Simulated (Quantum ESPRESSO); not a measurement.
An input for Quantum ESPRESSO 7.5 (Sc):

pw.in

```
&CONTROL
  calculation = 'scf'
  prefix = 'pwscf'
  outdir = './tmp'
  pseudo_dir = './pseudo'
  tprnfor = .true.
  tstress = .true.
  disk_io = 'low'
/
&SYSTEM
  ibrav = 0
  nat = 1
  ntyp = 1
  ecutwfc = 78
  nbnd = 11
  input_dft = 'hse'
  occupations = 'smearing'
  smearing = 'mp'
  degauss = 0.00367493
  nqx1 = 2
  nqx2 = 2
  nqx3 = 2
  ecutfock = 117
  vdw_corr = 'grimme-d3'
  dftd3_version = 4
  exxdiv_treatment = 'vcut_spherical'
  x_gamma_extrapolation = .false.
/
&ELECTRONS
  conv_thr = 1d-07
  electron_maxstep = 120
  mixing_beta = 0.2
  adaptive_thr = .true.
/
ATOMIC_SPECIES
Sc    44.9559 Sc.upf
CELL_PARAMETERS angstrom
  -1.8837920000    1.9324560000    1.6902850000
   1.8984970000   -1.9216000000    1.6945820000
   1.9289220000    1.9667310000   -1.6781680000
ATOMIC_POSITIONS crystal
Sc    -0.0176280000   -0.0211230000   -0.0283010000
K_POINTS automatic
4 4 4 0 0 0
```

Potentials or basis: PseudoDojo 0.5 SR PBE stringent.

The run is started by

```bash
$ OMP_NUM_THREADS=1 mpirun -n 2 pw.x -in pw.in > pw.out
```

**Question.** How does this run end?

**Answer.** The run stopped without a result. It printed:

pw.out:

```text
This program is part of the open-source Quantum ESPRESSO suite
     for quantum simulation of materials; please cite
         "P. Giannozzi et al., J. Phys.:Condens. Matter 21 395502 (2009);
         "P. Giannozzi et al., J. Phys.:Condens. Matter 29 465901 (2017);
         "P. Giannozzi et al., J. Chem. Phys. 152 154105 (2020);
     in publications or presentations arising from this work. More details at

     IMPORTANT: XC functional enforced from input :
     Exchange-correlation= HSE
                           (   1   4  12   4   0   0   0)
[... 73 lines left out ...]
   0.4160570  -0.0048100  -0.0017921        26   -1
   0.0048101  -0.4083955   0.0012889        24   -1
   0.0020003   0.0014386  -0.4703945        18   -1
  -0.4092466  -0.4021470  -0.4673136        16   -1

 %%%%%%%%%%%%%%%%%%%%%%%%%%%%%%%%%%%%%%%%%%%%%%%%%%%%%%%%%%%%%%%%%%%%%%%%%%%%%%
     Error in routine vcut_init (1):
     'vcut' Coulomb cutoff with non-orthogonal axis untested
 %%%%%%%%%%%%%%%%%%%%%%%%%%%%%%%%%%%%%%%%%%%%%%%%%%%%%%%%%%%%%%%%%%%%%%%%%%%%%%

     stopping ...

"abort". This may have caused other processes in the application to be
```
